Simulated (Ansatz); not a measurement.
Zincblende MgO, relaxed with r2SCAN in Ansatz 0.2.0. It is cubic, F-43m (No. 216); conventional cell a = 4.564 Å, 11.88 Å³ an atom. Mg has 4 O at 1.98 Å; O has 4 Mg at 1.98 Å.

The axes x, y and z are those of this cell:
```
CELL_PARAMETERS angstrom
0.00000 2.28201 2.28201
2.28201 0.00000 2.28201
2.28201 2.28201 0.00000
ATOMIC_POSITIONS crystal
Mg 0.00000 0.00000 0.00000
O 0.25000 0.25000 0.25000
```

Unstrained: PBE gives a direct gap of 3.657 eV at Γ. r2SCAN gives a direct gap of 4.336 eV at Γ. With HSE06 the gap is 5.268 eV and direct, at Γ. Meshes: PBE 10×10×10, r2SCAN 10×10×10, HSE06 6×6×6. Strains are changes of length per length, and xy shears are angles. After each strain the atoms were relaxed again with r2SCAN within the symmetry that the strain leaves, so tilts or polar shifts that break it weren't tested; points keep the names that they have in the unstrained zone. All values are calculated for a non-magnetic cell, which may be hypothetical.

(1) One strain changed the r2SCAN stress by xx -3.09, yy -2.07, zz -2.07 GPa (compression positive) and the gap by -0.128 eV (PBE), -0.136 eV (r2SCAN), -0.140 eV (HSE06). Which kind of strain was it, and roughly how large?

(2) Apply xy shear, engineering strain (angle) +3.0 %. How far does the gap move, against the unstrained cell?

(3) One strain changed the r2SCAN stress by xx -2.98, yy -2.98, zz -0.02 GPa (compression positive) and the gap by -0.210 eV (PBE), -0.213 eV (r2SCAN), -0.228 eV (HSE06). Which kind of strain was it, and roughly how large?

(4) Estimate what isotropic +0.5 % on every length does to the gap.

(5) Apply isotropic +3.0 % on every length. How far does the gap move, against the unstrained cell?

## Answers

(1) Uniaxial +2.0 % along x, other directions held. The pattern of the stress gives the kind; the size needs the stiffness, so it is an estimate.

(2) PBE: the gap goes from 3.657 to 3.567 eV (-0.090 eV); with r2SCAN the top three valence levels at Γ, degenerate before, become 1+1+1 from the top over 163 meV. r2SCAN: the gap goes from 4.336 to 4.245 eV (-0.091 eV). HSE06: the gap goes from 5.268 to 5.179 eV (-0.089 eV). The r2SCAN energy rises by 2.9 meV an atom.

(3) Epitaxial +4.0 % in the xy plane, free normal strain -6.56 %. The pattern of the stress gives the kind; the size needs the stiffness, so it is an estimate.

(4) PBE: the gap goes from 3.657 to 3.572 eV (-0.085 eV). r2SCAN: the gap goes from 4.336 to 4.247 eV (-0.089 eV). HSE06: the gap goes from 5.268 to 5.174 eV (-0.094 eV). The r2SCAN energy rises by 1.0 meV an atom.

(5) PBE: the gap goes from 3.657 to 3.177 eV (-0.480 eV). r2SCAN: the gap goes from 4.336 to 3.828 eV (-0.508 eV). HSE06: the gap goes from 5.268 to 4.730 eV (-0.538 eV). The r2SCAN energy rises by 34.4 meV an atom.

The meshes of the hybrids are coarse, so their gaps aren't converged to the digits shown.

The splittings at Γ are without spin-orbit coupling, which regroups them where it is of like size or larger.
